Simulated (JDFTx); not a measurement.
**Be under changes of volume**

One of the cells (8.105 Å³/atom); the others are scaled copies at fixed shape and fractional positions:

```xyz
2
Lattice="2.2853 0.0000 0.0000 -1.1426 1.9791 0.0000 0.0000 0.0000 3.5842" Properties=species:S:1:pos:R:3 pbc="T T T"
Be    1.1427    0.6597    2.6882
Be    0.0000    1.3194    0.8961
```

| Item | Value |
| --- | --- |
| Program | JDFTx 1.7.0 (patched build) |
| Functional | PBE |
| Potentials or basis | PseudoDojo-SR-PBE-0.5-standard |
| Cutoff | 1197 eV |
| Density cutoff | 4789 eV |
| k mesh | 13 × 13 × 8 |
| Occupations | fermi-dirac, width 0.05 eV |
| Spin | no spin polarisation |

```tsv
volume (Å³/atom)	energy over the lowest point (meV/atom)	pressure (GPa)
7.619	?	?
7.781	1.81	3.1
7.943	0.00	0.4
8.105	0.80	-2.0
8.268	3.97	-4.3
8.430	9.31	-6.3
8.592	16.64	-8.2
```

What does the run at 7.619 Å³/atom give?

Energy over the lowest point 6.41 meV/atom; pressure 6.0 GPa.

Worked out: A Birch-Murnaghan fit of order 3 (a polynomial in V^(-2/3)) to the other rows has its minimum at 7.97 Å³/atom with B0 = V·E''(V) = 124 GPa and B' = 3.3 at fixed shape and positions, which overstates the stiffness. It gives 6.43 meV/atom at 7.619 Å³/atom, against the run's 6.41, and -dE/dV = 6.1 GPa, against 6.0.

Energies are extrapolated to zero smearing.
